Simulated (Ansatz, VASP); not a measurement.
## Two plane-wave programs on Cu

```
Cu
1.0
     0.00000    1.72411    1.72411
     1.72411    0.00000    1.72411
     1.72411    1.72411    0.00000
Cu
1
Direct
  0.00000 0.00000 0.00000
```

Alike in both runs: functional PBEsol; k mesh 10 × 10 × 10; occupations gaussian, width 0.1 eV; no spin polarisation.

Ansatz relaxed the structure, and its values are those at the end. VASP's run is a single point on that final structure, the one shown.

```csv
,VASP,Ansatz
version,VASP 6.6.1,Ansatz 0.2.0
potentials or method,"VASP PAW PBE potentials, release 64 (Cu)","scalar-relativistic, plane waves, PAW"
plane-wave cutoff (eV),520,420
valence electrons in the cell,11,19
```

VASP gave:

| Item | Value |
| --- | --- |
| gap on the k mesh at the Fermi level (eV) | none |
| pressure (GPa) | 21.8 |

Question: What did Ansatz give for the same quantities?

Answer: gap on the k mesh at the Fermi level (eV): none; pressure (GPa): 21.2.

A gap of «none» marks a metal or a gap that the smearing closes. The two sets of potentials don't hold the same shells in valence.

Caveats: so large a pressure means that the cell lies far from this level's equilibrium, or that cutoff or potentials fall short (VASP); the potentials were made for another functional, which shifts forces and pressure (VASP).
